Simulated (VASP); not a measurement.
# Pt (Im-3m) in VASP: single point with HSE06

Aim: the single point of Pt with HSE06.

Everything below comes from runs of VASP 6.6.1. Logs are shortened: lines on timing, memory, paths and dates and some standing lists are left out, and cuts for length are marked.

## 1. Starting point

The structure is cubic, space group Im-3m (No. 229). The conventional cell has a = 3.121 Å, b = 3.121 Å, c = 3.121 Å, α = 90.00°, β = 90.00°, γ = 90.00°. Pt (site symmetry m-3m) has 8 Pt at 2.70 Å as nearest neighbours.

This isn't the form of Pt at room conditions, which is fcc.

## 2. Single point, HSE06

Input file POSCAR:

```
Pt
1.0
   -1.5603896167      1.5603896167      1.5603896167
    1.5603896167     -1.5603896167      1.5603896167
    1.5603896167      1.5603896167     -1.5603896167
Pt
1
Direct
    0.0000000000      0.0000000000      0.0000000000
```

Input file INCAR.step1:

```
ALGO = Normal
EDIFF = 1E-5
ENCUT = 520
GGA = PE
ISIF = 2
ISMEAR = 0
LASPH = True
LREAL = False
LWAVE = True
NBANDS = 11
NELM = 100
PREC = Accurate
SIGMA = 0.1
```

Input file INCAR.step2:

```
ALGO = Normal
EDIFF = 1E-6
ENCUT = 520
GGA = PE
HFSCREEN = 0.2079
ISIF = 2
ISMEAR = 0
ISTART = 1
LASPH = True
LCHARG = True
LELF = True
LHFCALC = True
LREAL = False
LVHAR = True
LWAVE = False
NBANDS = 11
NELM = 100
PREC = Accurate
PRECFOCK = Normal
SIGMA = 0.1
```

Input file KPOINTS:

```
k-points
0
Gamma
  8 8 8
```

Potentials or basis: VASP PAW PBE potentials, release 64 (Pt).

Launch:

```
$ cat potpaw_PBE.64/Pt/POTCAR > POTCAR
$ cp INCAR.step1 INCAR
$ mpirun -np 1 vasp_std > vasp.out
$ cp INCAR.step2 INCAR
$ mpirun -np 1 vasp_std > vasp.out
```

OUTCAR:

```text
EDIFF = 1E-6
   ENCUT = 520
   GGA = PE
   HFSCREEN = 0.2079
   ISIF = 2
   ISMEAR = 0
   ISTART = 1
   LASPH = True
   LHFCALC = True
   LREAL = False
   NELM = 100
   PREC = Accurate
   PRECFOCK = Normal

 ion  position               nearest neighbor table
   1  0.000  0.000  0.000-

  LATTYP: Found a body centered cubic cell.
 ALAT       =     3.1207792334

  Lattice vectors:

 A1 = (  -1.5603896167,   1.5603896167,   1.5603896167)
 A2 = (   1.5603896167,  -1.5603896167,   1.5603896167)
 A3 = (   1.5603896167,   1.5603896167,  -1.5603896167)

Analysis of symmetry for initial positions (statically):
=====================================================================
 Subroutine PRICEL returns:
 Original cell was already a primitive cell.

 Routine SETGRP: Setting up the symmetry group for a
 body centered cubic supercell.

 Subroutine GETGRP returns: Found 48 space group operations
 (whereof 48 operations were pure point group operations)
 out of a pool of 48 trial point group operations.

The static configuration has the point symmetry O_h .

Analysis of symmetry for dynamics (positions and initial velocities):
=====================================================================
 Subroutine PRICEL returns:
 Original cell was already a primitive cell.

 Routine SETGRP: Setting up the symmetry group for a
 body centered cubic supercell.

 Subroutine GETGRP returns: Found 48 space group operations
 (whereof 48 operations were pure point group operations)
 out of a pool of 48 trial point group operations.

The dynamic configuration has the point symmetry O_h .

 Subroutine INISYM returns: Found 48 space group operations
 (whereof 48 operations are pure point group operations),
 and found     1 'primitive' translations

----------------------------------------------------------------------------------------

                                     Primitive cell

  volume of cell :      15.1970

  direct lattice vectors                    reciprocal lattice vectors
    -1.560389617  1.560389617  1.560389617     0.000000000  0.320432791  0.320432791
     1.560389617 -1.560389617  1.560389617     0.320432791  0.000000000  0.320432791
     1.560389617  1.560389617 -1.560389617     0.320432791  0.320432791  0.000000000

  length of vectors
     2.702674096  2.702674096  2.702674096     0.453160399  0.453160399  0.453160399

  position of ions in fractional coordinates (direct lattice)
     0.000000000  0.000000000  0.000000000

  ion indices of the primitive-cell ions
   primitive index   ion index
                 1           1

----------------------------------------------------------------------------------------

 KPOINTS: k-points

Automatic generation of k-mesh.
 Grid dimensions read from file:
 generate k-points for:    8    8    8

 Generating k-lattice:

  Cartesian coordinates                     Fractional coordinates (reciprocal lattice)
     0.000000000  0.040054099  0.040054099     0.125000000  0.000000000  0.000000000
     0.040054099  0.000000000  0.040054099     0.000000000  0.125000000  0.000000000
     0.040054099  0.040054099  0.000000000     0.000000000  0.000000000  0.125000000

  Length of vectors
     0.056645050  0.056645050  0.056645050

  Shift w.r.t. Gamma in fractional coordinates (k-lattice)
     0.000000000  0.000000000  0.000000000

 Subroutine IBZKPT returns following result:
 ===========================================

 Found     29 irreducible k-points:

 Following reciprocal coordinates:
            Coordinates               Weight
  0.000000  0.000000  0.000000      1.000000
  0.125000  0.000000  0.000000     12.000000
  0.250000  0.000000  0.000000     12.000000
  0.375000  0.000000  0.000000     12.000000
  0.500000  0.000000  0.000000      6.000000
  0.125000  0.125000  0.000000     24.000000
[... 16 lines left out ...]
 -0.250000  0.250000  0.250000      6.000000
 -0.375000  0.375000  0.250000     24.000000
 [... further k-points ...]
   k-points           NKPTS =     29   k-points in BZ     NKDIM =    512   number of bands    NBANDS=     11
   number of dos      NEDOS =    301   number of ions     NIONS =      1
   total plane-waves  NPLWV =   8000
   dimension x,y,z NGX =    20 NGY =   20 NGZ =   20
   dimension x,y,z NGXF=    40 NGYF=   40 NGZF=   40
   ions per type =               1
   NGX,Y,Z   is equivalent  to a cutoff of  12.30, 12.30, 12.30 a.u.
   NGXF,Y,Z  is equivalent  to a cutoff of  24.60, 24.60, 24.60 a.u.
 SYSTEM =  unknown system
   PREC   = accura    normal or accurate (medium, high low for compatibility)
   ISTART =      1    job   : 0-new  1-cont  2-samecut
   ICHARG =      0    charge: 1-file 2-atom 10-const
   ISPIN  =      1    spin polarized calculation?
   LNONCOLLINEAR =      F non collinear calculations
   LSORBIT =      F    spin-orbit coupling
   LASPH  =      T    aspherical Exc in radial PAW
   ENCUT  =  520.0 eV  38.22 Ry    6.18 a.u.   5.03  5.03  5.03*2*pi/ulx,y,z
   NELM   =    100;   NELMIN=  2; NELMDL=  0     # of ELM steps
   EDIFF  = 0.1E-05   stopping-criterion for ELM
   LREAL  =      F    real-space projection
   EDIFFG = 0.1E-04   stopping-criterion for IOM
   NSW    =      0    number of steps for IOM
   IBRION =     -1    ionic relax: 0-MD 1-quasi-New 2-CG
   NFREE  =      0    steps in history (QN), initial steepest desc. (CG)
   ISIF   =      2    stress and relaxation
   ISYM   =      3    0-nonsym 1-usesym 2-fastsym
   POTIM  = 0.5000    time-step for ionic-motion
   TEBEG  =    0.0;   TEEND  =   0.0 temperature during run
   PSTRESS=    0.0 pullay stress
   NELECT =      10.0000    total number of electrons
   NUPDOWN=      -1.0000    fix difference up-down
   EMIN   =  10.00;   EMAX   =-10.00  energy-range for DOS
   EFERMI =   0.00;   METHOD = LEGACY
   ISMEAR =     0;   SIGMA  =   0.10  broadening in eV -4-tet -1-fermi 0-gaus
   EFERMI_NEDOS =   21; number of points for ismear=-14 and -15
   IALGO  =     38    algorithm
   IMIX   =      1    mixing-type and parameters
     AMIX     =   0.40;   BMIX     =  1.00
     AMIX_MAG =   1.60;   BMIX_MAG =  1.00
  volume/ion in A,a.u.               =      15.20       102.55
  Fermi-wavevector in a.u.,A,eV,Ry     =   1.423929  2.690836 27.586831  2.027575
  Thomas-Fermi vector in A             =   2.544475
   LORBIT       =      0    0 simple, 1 ext, 2 COOP (PROOUT), +10 PAW based schemes
   GGA     = PE    functional components
   LHFCALC =     T    Hartree Fock is set to
   PRECFOCK=normal    Normal, Fast or Accurate (Low or Medium for compatibility)
   ENCUT4O =  -1.0   cutoff for four orbital integrals eV
   NKREDX  =     1    reduce k-point grid by
   NKREDY  =     1    reduce k-point grid by
   NKREDZ  =     1    reduce k-point grid by
   AEXX    =    0.2500 exact exchange contribution
   HFSCREEN=    0.2079 screening length (either q_TF or 0.3 A-1)
   HFSCREENC=   0.2079 screening length for correlation (either q_TF or 0.3 A-1)
   ENCUTFOCK=  -1.0 apply spherical cutoff to Coloumb kernel
   IVDW    =     0    specifies the selected vdW correction
   LEPSILON=     F    determine dielectric tensor
   LRPA    =     F    only Hartree local field effects (RPA)
 non-spin polarized calculation
 Gauss-broadening in eV      SIGMA  =   0.10
  energy-cutoff  :      520.00
  volume of cell :       15.20
 maximum number of plane-waves:       420
  NGX = 16; NGY = 16; NGZ = 16

 number of electron       9.9999997 magnetization

 Free energy of the ion-electron system (eV)
  ---------------------------------------------------
  ext. energy  EPLUGINS =         0.00000000
  ---------------------------------------------------
  free energy    TOTEN  =        -6.78722562 eV

  energy without entropy =       -6.77779735  energy(sigma->0) =       -6.78251149

 E-fermi :  10.4598     XC(G=0): -10.9245

 val. band max:       10.3970831026   @ k =  -0.3750   0.5000   0.1250
 cond. band min:      10.4690895543   @ k =  -0.3750   0.3750   0.1250
 fundamental gap:      0.0720064518
 Fermi energy:        10.4597618831

 k-point     1 :       0.0000    0.0000    0.0000
  band No.  band energies     occupation
      1      -0.3224      2.00000
      2       6.1051      2.00000
      3       6.1051      2.00000
      4       6.1051      2.00000
      5       8.5955      2.00000
      6       8.5955      2.00000
      7      28.8368      0.00000
      8      28.8368      0.00000
      9      28.8368      0.00000
     10      39.5937      0.00000
     11      39.5937      0.00000

 k-point     2 :       0.1250    0.0000    0.0000
  band No.  band energies     occupation
      1       0.3968      2.00000
      2       5.8247      2.00000
      3       6.1025      2.00000
      4       6.7319      2.00000
      5       8.3104      2.00000
      6       8.6318      2.00000
      7      29.0370      0.00000
      8      29.2193      0.00000
      9      29.8466      0.00000
     10      35.7670      0.00000
     11      36.2976      0.00000

 k-point     3 :       0.2500    0.0000    0.0000
  band No.  band energies     occupation
      1       2.0237      2.00000
      2       5.2008      2.00000
      3       6.2374      2.00000
      4       8.2048      2.00000
      5       8.4544      2.00000
      6       8.7654      2.00000
      7      26.6593      0.00000
      8      27.8549      0.00000
      9      32.5330      0.00000
     10      34.3923      0.00000
     11      35.1483      0.00000

 k-point     4 :       0.3750    0.0000    0.0000
  band No.  band energies     occupation
      1       2.6686      2.00000
      2       4.6383      2.00000
      3       7.9633      2.00000
      4       8.8502      2.00000
      5       8.9673      2.00000
      6      10.6220      0.02179
      7      21.4119      0.00000
      8      25.7455      0.00000
      9      29.9973      0.00000
     10      35.9000      0.00000
     11      36.4132      0.00000

 k-point     5 :       0.5000    0.0000    0.0000
  band No.  band energies     occupation
      1       2.5847      2.00000
      2       4.4202      2.00000
      3       8.5290      2.00000
      4       9.0717      2.00000
      5      10.7433      0.00006
      6      11.7493      0.00000
      7      18.2132      0.00000
      8      24.8762      0.00000
      9      28.0745      0.00000
     10      36.3153      0.00000
     11      37.7162      0.00000
[... 211 lines left out ...]
 k-point    21 :      -0.3750   -0.3750    0.1250
  band No.  band energies     occupation
      1       4.8751      2.00000
      2       4.8751      2.00000
      3       4.9062      2.00000
      4       9.5246      2.00000
      5       9.5246      2.00000
      6      17.8941      0.00000
      7      19.4004      0.00000
      8      19.4004      0.00000
      9      32.5259      0.00000
     10      32.5259      0.00000
     11      32.5503      0.00000

 k-point    22 :       0.2500    0.2500    0.2500
  band No.  band energies     occupation
      1       5.2135      2.00000
      2       5.2135      2.00000
      3       5.2135      2.00000
      4       9.1049      2.00000
      5       9.1049      2.00000
      6      16.5332      0.00000
      7      21.1670      0.00000
      8      21.1670      0.00000
      9      21.1670      0.00000
     10      40.3854      0.00000
     11      40.3854      0.00000

 k-point    23 :      -0.2500    0.2500    0.2500
  band No.  band energies     occupation
      1       3.8762      2.00000
      2       5.3425      2.00000
      3       7.0149      2.00000
      4       7.0149      2.00000
      5       8.3085      2.00000
      6      10.2706      1.99253
      7      26.5993      0.00000
      8      28.8416      0.00000
      9      28.8416      0.00000
     10      29.8362      0.00000
     11      38.5669      0.00000

 k-point    24 :      -0.3750    0.3750    0.2500
  band No.  band energies     occupation
      1       4.0917      2.00000
      2       4.6278      2.00000
      3       7.0179      2.00000
      4       7.7519      2.00000
      5      10.1468      1.99999
      6      12.5382      0.00000
      7      22.7717      0.00000
      8      25.7094      0.00000
      9      27.9785      0.00000
     10      31.0844      0.00000
     11      38.3346      0.00000

 [... further k-points ...]
[... 5 lines left out ...]
  --------------------------------------------------------------------------------------
  -------------------------------------------------------------------------------------
  Total        0.3730778      0.3730778      0.3730778     -0.0000000     -0.0000000     -0.0000000
  in kB       39.3324343     39.3324343     39.3324343     -0.0000000     -0.0000000     -0.0000000
  external PRESSURE =      39.3324343 kB  Pullay stress =       0.0000000 kB

 VOLUME and BASIS-vectors are now :
 -----------------------------------------------------------------------------
  energy-cutoff  :      520.00
  volume of cell :       15.20
      direct lattice vectors                 reciprocal lattice vectors
    -1.560389617  1.560389617  1.560389617     0.000000000  0.320432791  0.320432791
     1.560389617 -1.560389617  1.560389617     0.320432791  0.000000000  0.320432791
     1.560389617  1.560389617 -1.560389617     0.320432791  0.320432791  0.000000000

 POSITION                                       TOTAL-FORCE (eV/Angst)
 -----------------------------------------------------------------------------------
      0.00000      0.00000      0.00000         0.000000      0.000000      0.000000
 -----------------------------------------------------------------------------------
    total drift:                               -0.000001      0.000006      0.000005

  FREE ENERGIE OF THE ION-ELECTRON SYSTEM (eV)
  ---------------------------------------------------
  free  energy   TOTEN  =        -6.7872256176 eV

  energy  without entropy=       -6.7777973539  energy(sigma->0) =       -6.78251149
```

Run time: 24 min. Hardware: 1 thread of Intel Xeon Platinum 8488C (Sapphire Rapids), shared host; peak memory 0.23 GiB.

What came out:

```
Free energy            : -6.7872 eV
Pressure               : 3.9 GPa
Band gap on the k mesh : none (metal or under the smearing width)
```

Caveat: the PAW data sets were made with another functional, which shifts forces and pressure a little. The run has no spin-orbit coupling, so splittings on Pt are missing.
